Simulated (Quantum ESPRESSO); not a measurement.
# CaF2 (Fluorite) under changes of volume

One of the cells (13.579 Å³/atom); the others are scaled copies at fixed shape and fractional positions:

```
Ca F
1.0
     0.00000    2.73100    2.73100
     2.73100    0.00000    2.73100
     2.73100    2.73100    0.00000
Ca F
1 2
Cartesian
  0.0000 0.0000 0.0000
  4.0965 4.0965 4.0965
  1.3655 1.3655 1.3655
```

```yaml
Program: Quantum ESPRESSO 7.5
Functional: r2SCAN
Potentials_or_basis: SG15 PBE 1.2
Cutoff: 1197 eV
Density_cutoff: 4789 eV
k_mesh: 6 × 6 × 6
Occupations: fermi-dirac, width 0.05 eV
Spin: no spin polarisation
```

```tsv
volume (Å³/atom)	energy over the lowest point (meV/atom)	pressure (GPa)	gap on the mesh (eV)
12.764	?	?	?
13.036	2.34	2.4	8.18
13.308	0.00	0.4	8.05
13.579	0.84	-1.4	7.93
13.851	4.53	-3.0	7.81
14.122	10.77	-4.4	7.70
14.394	19.28	-5.7	7.59
```

Task: What does the run at 12.764 Å³/atom give?

Result: Energy over the lowest point 8.26 meV/atom; pressure 4.6 GPa; gap on the mesh 8.31 eV.

Worked out: A Birch-Murnaghan fit of order 3 (a polynomial in V^(-2/3)) to the other rows has its minimum at 13.37 Å³/atom with B0 = V·E''(V) = 90 GPa and B' = 4.6. It gives 8.27 meV/atom at 12.764 Å³/atom, against the run's 8.26, and -dE/dV = 4.6 GPa, against 4.6. A straight line through the other rows of the gap, of slope -5.94 eV per unit of ln V, extrapolates to 8.30 eV, against the run's 8.31.

Energies are extrapolated to zero smearing.

Caveats: the potentials were made for another functional, which shifts forces and pressure.

A mesh can miss the band edges.
